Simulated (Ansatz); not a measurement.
# HSE06 against PBE: Kohn-Sham gap in amorphous Si–O–Ge cells

Calculated with Ansatz 0.2.0: Kohn-Sham DFT, HSE06, PAW (set soft_2), plane waves; cutoff 420 eV, Γ point, fermi-dirac smearing of 0.025 eV. Cell and atoms of each member were relaxed first with PBE on the 1×1×1 mesh. First member, as built: 96 atoms (32 Si, 64 O) placed at random at 2.2 g/cm³, melted at 5000 K for 10 ps at fixed volume with the Morse and Coulomb pair potential with partial charges (Pedone, Malavasi, Menziani, Cormack and Segre, J. Phys. Chem. B 110, 11780 (2006)). Quenched from 5000 K to 300 K at 50 K/ps and fixed volume, held 5 ps, then minimised at fixed cell. Last member, as built: 96 atoms (4 Si, 28 Ge, 64 O) placed at random at 3.48 g/cm³, melted at 5000 K for 10 ps at fixed volume with the Morse and Coulomb pair potential with partial charges (Pedone, Malavasi, Menziani, Cormack and Segre, J. Phys. Chem. B 110, 11780 (2006)). Quenched from 5000 K to 300 K at 50 K/ps and fixed volume, held 5 ps, then minimised at fixed cell. Each member is solved with PBE and with HSE06 on the same k-mesh and geometry; rows are sorted by gap, not by place in the series. The gap is that between the highest filled and the lowest empty Kohn-Sham level on the run's k-points.

| gap with PBE (eV) | gap with HSE06 (eV) | mole fraction of GeO2 | formula |
| --- | --- | --- | --- |
| 1.493 | 3.197 | 0.125 | Si28Ge4O64 |
| 2.599 | ? | ? | ? |
| 2.605 | 4.434 | 0.375 | Si20Ge12O64 |
| 2.854 | 4.700 | 0.875 | Si4Ge28O64 |
| 3.251 | 5.116 | 0.625 | Si12Ge20O64 |
| 3.324 | 5.218 | 0.5 | Si16Ge16O64 |
| 4.133 | 6.027 | 0.25 | Si24Ge8O64 |
| 5.357 | 7.192 | 0 | Si32O64 |

Task: Fit a straight line to the rows given and interpolate to the withheld row.

**Working.**

Take u as the gap with PBE and v as that with HSE06.

| u (eV) | v (eV) |
| --- | --- |
| 1.4929 | 3.1966 |
| 2.6054 | 4.4336 |
| 2.8541 | 4.6997 |
| 3.2514 | 5.1162 |
| 3.3235 | 5.2184 |
| 4.1325 | 6.0269 |
| 5.3572 | 7.192 |

With n = 7: mean u = 3.28814, mean v = 5.1262, Σ(u − ū)² = 8.8740, Σ(u − ū)(v − v̄) = 9.1605. Slope b = 9.1605 / 8.8740 = 1.0323; intercept a = v̄ − b ū = 1.7319.

At u = 2.599, v = a + b u.

Prediction at 2.599: 4.415 eV. The run gave 4.394 eV, so the fit is high by 0.021 eV (0.47 % of the value).

The slope is 1.03; over all rows the hybrid's shift lies between 1.70 and 1.89 eV. Among the rows given, the largest miss of the fit is at 1.493, by 0.076 eV (1.9 % of the range of the table).

Limits: One quenched sample a member. The mesh needn't hold the band edges. In these disordered cells defect or tail levels can set the gap, so it needn't be a band gap.

[Hosts, paths, dates, database ids (printed as entryN), source tags and the programs' standing remarks are cut or masked in the printed files.]
